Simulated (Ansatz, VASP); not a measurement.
## One calculation of Al, two programs

```
CELL_PARAMETERS angstrom
2.76286 0.00000 0.00000
-1.38143 2.39271 0.00000
0.00000 0.00000 2.78091
ATOMIC_POSITIONS crystal
Al 0.00000 0.00000 0.00000
```

Alike in both runs: functional PBEsol; k mesh 24 × 24 × 20; occupations gaussian, width 0.1 eV; no spin polarisation.

Ansatz relaxed the structure, and its values are those at the end. VASP's run is a single point on that final structure, the one shown.

|  | VASP | Ansatz |
| --- | --- | --- |
| version | VASP 6.6.1 | Ansatz 0.2.0 |
| potentials or method | VASP PAW PBE potentials, release 64 (Al) | scalar-relativistic, plane waves, PAW |
| plane-wave cutoff (eV) | 520 | 420 |
| valence electrons in the cell | 3 | 3 |

|  | VASP | Ansatz | Ansatz less VASP |
| --- | --- | --- | --- |
| gap on the k mesh at the Fermi level (eV) | none | none | - |
| pressure (GPa) | 0.1 | 0.0 | -0.08 |

A gap of «none» marks a metal or a gap that the smearing closes.

Caveats: the PAW data sets were made with another functional, which shifts forces and pressure a little (VASP).
